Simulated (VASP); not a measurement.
# ZnS (Wurtzite-2H): single point with PBE

**The experiment to reproduce.**

From a printed reference work, monograph, for a bulk crystal of ZnS at 4 K: band gap 3.911 eV (direct).

ZnS (Wurtzite-2H):

```
Zn S
1.0
     3.81100    0.00000    0.00000
    -1.90550    3.30042    0.00000
     0.00000    0.00000    6.23400
Zn S
2 2
Direct
  0.33333 0.66667 0.00000
  0.66667 0.33333 0.50000
  0.33333 0.66667 0.38500
  0.66667 0.33333 0.88500
```

| Property | Result |
| --- | --- |
| Program | VASP 6.6.1 |
| Task | single point |
| Functional | PBE |
| Potentials or basis | VASP PAW PBE potentials, release 64 (Zn, S) |
| Cutoff | 520 eV |
| k mesh | 5 × 5 × 3 |
| Occupations | gaussian, width 0.01 eV |
| Spin | no spin polarisation |

```yaml
Pressure: 2.5 GPa
Largest_force: 0.327 eV/Å
Band_gap_on_the_k_mesh: 2.25 eV, direct
```

Forces on the atoms (eV/Å):
```
Zn   0.000  0.000  0.327
Zn   0.000  0.000  0.327
S    0.000  0.000 -0.327
S    0.000  0.000 -0.327
```

Stress tensor (GPa, compression positive):
```
3.26 0.00 0.00
0.00 3.26 0.00
0.00 0.00 1.10
```

Levels at points of the mesh, in eV from the valence-band top:
| k point | band 14 | band 15 | band 16 | band 17 | band 18 | band 19 | band 20 | band 21 | band 22 | band 23 |
| --- | --- | --- | --- | --- | --- | --- | --- | --- | --- | --- |
| (0.00, 0.00, 0.00) | -0.86 | -0.86 | -0.01 | -0.01 | 0.00 | 2.25 | 3.00 | 6.30 | 6.30 | 6.61 |

Wall time 36 s on 1 thread of Intel Xeon 8259CL, with other jobs on the host, peak memory 0.19 GiB.

Against the measured gap of ZnS, 3.911 eV (direct; 4 K; a printed reference work, monograph), the calculated 2.25 eV is off by -1.66 eV. The value is that of PBE, without temperature or zero-point motion. Semilocal functionals fall short of measured gaps as a rule.
